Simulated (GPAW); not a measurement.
Set up this calculation in GPAW 26.7.0, as an ASE script.

| Quantity | Value |
| --- | --- |
| Task | single point |
| Functional | GLLB-SC |
| Potentials or basis | the program's PAW data sets (release 1.2.1) made for this functional |
| Cutoff | 500 eV |
| Basis | pw |
| k mesh | 6 × 6 × 6 |
| Occupations | fermi-dirac, width 0.01 eV |
| Spin | no spin polarisation |
| Maxiter | 150 |

The structure of PbS (Galena) lies in PbS.cif:

```cif
data_PbS
_cell_length_a 4.19420387
_cell_length_b 4.19420387
_cell_length_c 4.19420387
_cell_angle_alpha 60.00000000
_cell_angle_beta 60.00000000
_cell_angle_gamma 60.00000000
_space_group_name_H-M_alt 'P1'
_space_group_name_Hall 'P 1'
_space_group_IT_number 1
loop_
_space_group_symop_operation_xyz
'x,y,z'
loop_
_atom_site_label
_atom_site_type_symbol
_atom_site_symmetry_multiplicity
_atom_site_Wyckoff_symbol
_atom_site_fract_x
_atom_site_fract_y
_atom_site_fract_z
_atom_site_occupancy
Pb1 Pb 1 a 0.0000000000 0.0000000000 0.0000000000 1
S1 S 1 a 0.5000000000 0.5000000000 0.5000000000 1
```

One way to write it, as run:

run.py

```python
from ase.dft.bandgap import bandgap
from ase.io import read, write
from gpaw import GPAW, PW

atoms = read('PbS.cif')

calc = GPAW(mode=PW(500),
            xc='GLLBSC',
            kpts={'size': (6, 6, 6), 'gamma': True},
            occupations={'name': 'fermi-dirac', 'width': 0.01},
            nbands=19,
            convergence={'density': 1e-05, 'energy': 1e-05},
            maxiter=150,
            txt='gpaw.txt')
atoms.calc = calc
energy = atoms.get_potential_energy()
calc.write('gs.gpw')
write('result.traj', atoms)
print('Fermi level:', round(calc.get_fermi_level(), 4), 'eV')
print(f'Gap: {bandgap(calc)[0]:.4f} eV, direct: {bandgap(calc, direct=True)[0]:.4f} eV')
```

Potentials or basis: the program's PAW data sets (release 1.2.1) made for this functional, pw.

Run with:

```sh
$ OMP_NUM_THREADS=1 python run.py
```

Results of the run:

```json
{
  "Band gap on the k mesh, Kohn-Sham part alone": "0.72 eV, direct"
}
```

Caveat: a model potential gives levels but no total energy; spin-orbit coupling is left out, which as a rule narrows the gap of such compounds by several tenths of an eV.

Wall time 14 s on 1 thread of Intel(R) Xeon(R) Platinum 8488C (Sapphire Rapids) (shared host), peak memory 0.16 GiB.
